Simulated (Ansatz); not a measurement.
Trial structure of P, not yet relaxed:

```
P
1.0
     3.03680    0.00000    0.00000
     0.00000    3.03680    0.00000
     0.00000    0.00000    2.02532
P
1
Direct
  0.00000 0.00000 0.00000
```

All numbers below come from DFT PBE, scalar-relativistic, plane waves, PAW (Ansatz). Plane waves to 420 eV, a k mesh through Γ of 6×6×8 on the computed 1-atom cell and Gaussian smearing (0.10 eV); no spin polarisation.

Energies count from the standard state of P at the same level. The references include black phosphorus.

Q: Estimate its pressure, forces and energy as it stands.

A: The pressure is 11.7 GPa (the mean over three directions, positive in compression), the largest force is 0.00 eV/Å (symmetry fixes the atoms), and the energy is +1.08 eV/atom against the standard state. The shortest distance is 2.03 Å.

Q: How much does it gain on relaxing, and where does it end?

A: Relaxing gains about 0.99 eV/atom (the start's value is from the coarse mesh, so the gain is rough) in 16 ionic steps and ends at +0.09 eV/atom on the finer mesh. The symmetry goes from P4/mmm (No. 123) to Pm-3m (No. 221). The end has the simple cubic type. The volume per atom shrinks by 21.8 %, from 18.7 to 14.6 Å³. The shortest distance goes from 2.03 Å (P–P) to 2.44 Å (P–P). Conventional cell: a = 2.445 Å. P has 6 P at 2.44 Å.

The last run used a 22×22×22 mesh for its 1-atom cell and Gaussian smearing of 0.10 eV. The reference form of P is held partly by dispersion forces, which this level lacks. The relaxation can't lower the symmetry of the start. A later test with randomly moved atoms ended 2 meV/atom higher, in P4/mmm at a loose tolerance, which is no clear verdict on its stability. Another cell of P relaxed alike, in R-3m, lies 46 meV/atom lower, so this cell isn't the stable form at this level.
